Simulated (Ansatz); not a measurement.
Runs of Ansatz 0.2.0 on YN. Symmetry: Fm-3m, No. 225, cubic system. The conventional cell has a = 4.877 Å, b = 4.877 Å, c = 4.877 Å, α = 90.00°, β = 90.00°, γ = 90.00°. Y (site symmetry m-3m) is surrounded by 6 N at 2.44 Å. N (site symmetry m-3m) is surrounded by 6 Y at 2.44 Å. 

```tsv
task	level	cutoff (eV)	points for each segment of the path	gap on the mesh (eV)	pressure (GPa)	V0 of scaled cells (Å³/atom)	B0 (GPa)
equation of state	LDA	420	-	-	-	14.00	(c)
band structure	LDA	420	14	0.15	(a)	-	-
equation of state	PBEsol	420	-	-	-	(b)	171
band structure	PBEsol	420	14	0.16	-2.1	-	-
band structure	r2SCAN	500	14	0.62	2.0	-	-
```

Alike in all rows: potentials or basis Ansatz PAW; no spin polarisation; cell as given; k mesh 9 × 9 × 9; smearing fermi-dirac 0.05 eV.

Question: Fill in the values left out.

Answer: (a) -6.0; (b) 14.32; (c) 183.

Caveats: the k mesh misses the band edges, so the gap on the mesh is wider than the one along the path (some runs); the PAW data sets come from PBE, with cores solved anew for the run's functional, which leaves a small shift of forces and pressure (some runs).

A k mesh can miss the band edges, and the runs leave out spin-orbit coupling on Y.

Runs at the PBE level aren't shown here.
